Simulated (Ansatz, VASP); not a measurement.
# MgO: VASP beside Ansatz

Contents of INCAR:

```
ALGO = Normal
EDIFF = 1E-6
ENCUT = 520
ISIF = 2
ISMEAR = 0
LASPH = True
LCHARG = False
LREAL = False
LWAVE = False
NBANDS = 16
NELM = 80
PREC = Accurate
SIGMA = 0.05
```

The input KPOINTS:

```
k-points
0
Gamma
  12 12 6
```

File POSCAR:

```
MgO
1.0
    3.7555867050      0.0000000000      0.0000000000
   -1.8777933525      3.2524334926      0.0000000000
    0.0000000000      0.0000000000      3.6005267763
Mg O
2 2
Direct
    0.6666666667      0.3333333333      0.7500000000
    0.3333333333      0.6666666667      0.2500000000
    0.6666666667      0.3333333333      0.2500000000
    0.3333333333      0.6666666667      0.7500000000
```

Input for Ansatz:

```yaml
crystal:
  lattice:
    - [3.755586705, 0.0, 0.0]
    - [-1.8777933525, 3.2524334926, 0.0]
    - [0.0, 0.0, 3.6005267763]
  atoms:
    - { symbol: Mg, position: [0.6666666667, 0.3333333333, 0.75] }
    - { symbol: Mg, position: [0.3333333333, 0.6666666667, 0.25] }
    - { symbol: O, position: [0.6666666667, 0.3333333333, 0.25] }
    - { symbol: O, position: [0.3333333333, 0.6666666667, 0.75] }
basis:
  ecutwfc: 420
kpoints:
  mp_grid: { grid: [12, 12, 6] }
hamiltonian:
  xc: lda
scf:
  occupations: { method: gaussian, width: 0.05 }
output:
  forces: true
  stress: true
  eigenvalues: true
  write_density: true
  write_potential: true
  elf: true
  volumetric_format: npy
```

Alike in both runs: task single point; functional LDA; k mesh 12 × 12 × 6; occupations gaussian, width 0.05 eV; no spin polarisation.

|  | VASP | Ansatz |
| --- | --- | --- |
| version | VASP 6.6.1 | Ansatz 0.2.0 |
| potentials or method | VASP PAW LDA potentials, release 64 (Mg, O) | scalar-relativistic, plane waves, PAW |
| plane-wave cutoff (eV) | 520 | 420 |
| valence electrons in the cell | 16 | 32 |

Ansatz gave:

| Quantity | Value |
| --- | --- |
| gap on the k mesh at the Fermi level (eV) | 3.22 |
| least direct gap on the mesh (eV) | 3.47 |
| pressure (GPa) | 13.9 |
| largest component of the traceless stress (GPa) | 44.48 |

**Question.** Which values does VASP return?

**Answer.** gap on the k mesh at the Fermi level (eV): 3.21; least direct gap on the mesh (eV): 3.47; pressure (GPa): 12.7; largest component of the traceless stress (GPa): 46.20.

The two sets of potentials don't hold the same shells in valence.

A k mesh can miss the band edges. LDA gaps usually lie below the measured ones, often by a third to a half.
